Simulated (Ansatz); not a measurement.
**Si under changes of volume**

One of the cells (14.950 Å³/atom); the others are scaled copies at fixed shape and fractional positions:

```xyz
2
Lattice="-2.3714 2.3714 1.3293 2.3714 -2.3714 1.3293 2.3714 2.3714 -1.3293" Properties=species:S:1:pos:R:3 pbc="T T T"
Si    0.0000    0.0000    1.3293
Si    2.3714    0.0000    0.6646
```

This isn't the form of Si at room conditions, which is diamond.

- Program: Ansatz 0.2.0
- Functional: PBEsol
- Potentials or basis: all-electron LAPW, scalar-relativistic
- Cutoff: 190 eV (chosen from the basis error)
- Basis error allowed: 0.001 eV/atom
- k mesh: 11 × 11 × 11
- Occupations: fermi-dirac, width 0.05 eV
- Spin: no spin polarisation

```tsv
volume (Å³/atom)	energy over the lowest point (meV/atom)	pressure (GPa)
14.053	26.02	9.1
14.352	12.02	6.0
14.651	3.54	3.2
14.950	0.00	0.7
15.249	0.86	-1.6
15.548	?	?
15.847	14.12	-5.3
```

Question: What does the run at 15.548 Å³/atom give?

Answer: Energy over the lowest point 5.72 meV/atom; pressure -3.6 GPa.

Worked out: A Birch-Murnaghan fit of order 3 (a polynomial in V^(-2/3)) to the other rows has its minimum at 15.04 Å³/atom with B0 = V·E''(V) = 115 GPa and B' = 4.5 at fixed shape and positions, which overstates the stiffness. It gives 5.71 meV/atom at 15.548 Å³/atom, against the run's 5.72, and -dE/dV = -3.6 GPa, against -3.6.

Energies are extrapolated to zero smearing.
